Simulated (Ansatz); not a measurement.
Crystal: HfB2.

```
Hf B
1.0
     3.14000    0.00000    0.00000
    -1.57000    2.71932    0.00000
     0.00000    0.00000    3.48000
Hf B
1 2
Cartesian
  0.0000 0.0000 0.0000
  1.5700 0.9064 1.7400
  0.0000 1.8129 1.7400
```

| Item | Value |
| --- | --- |
| Program | Ansatz 0.2.0 |
| Task | relaxation of cell and atoms |
| Functional | BLYP |
| Potentials or basis | Ansatz PAW |
| Cutoff | 420 eV (not typed: the program's choice for these potentials) |
| k mesh | 10 × 10 × 8 |
| Occupations | fermi-dirac, width 0.05 eV |
| Spin | no spin polarisation |

At the start: volume 9.90 Å³/atom.

Task: How do energy, volume and symmetry change on relaxing?

Result: It ends after 7 steps and the volume is 10.24 Å³/atom (+3.3 %); space group P6/mmm (No. 191, to 0.05 Å).

Step by step:
```
step  energy change (eV)  largest force (eV/Å)  volume (Å³)
   1              0.0000                0.0000        29.71
   2             -0.0176                0.0000        31.14
   3             -0.0270                0.0000        30.77
   4             -0.0272                0.0000        30.70
   5             -0.0285                0.0000        30.70
   6             -0.0285                0.0000        30.71
   7             -0.0285                0.0000        30.71
```

Final structure:
```yaml
crystal:
  lattice:
    - [3.15664, 0.00000, 0.00000]
    - [-1.57832, 2.73373, 0.00000]
    - [0.00000, 0.00000, 3.55868]
  atoms:
    - { symbol: Hf, position: [0.00000, 0.00000, 0.00000] }
    - { symbol: B, position: [0.66667, 0.33333, 0.50000] }
    - { symbol: B, position: [0.33333, 0.66667, 0.50000] }
```

Caveat: the plane-wave basis is chosen anew once the cell has moved, so the energies of steps on either side of that aren't comparable; the PAW data sets come from PBE, with cores solved anew for the run's functional, which leaves a small shift of forces and pressure.
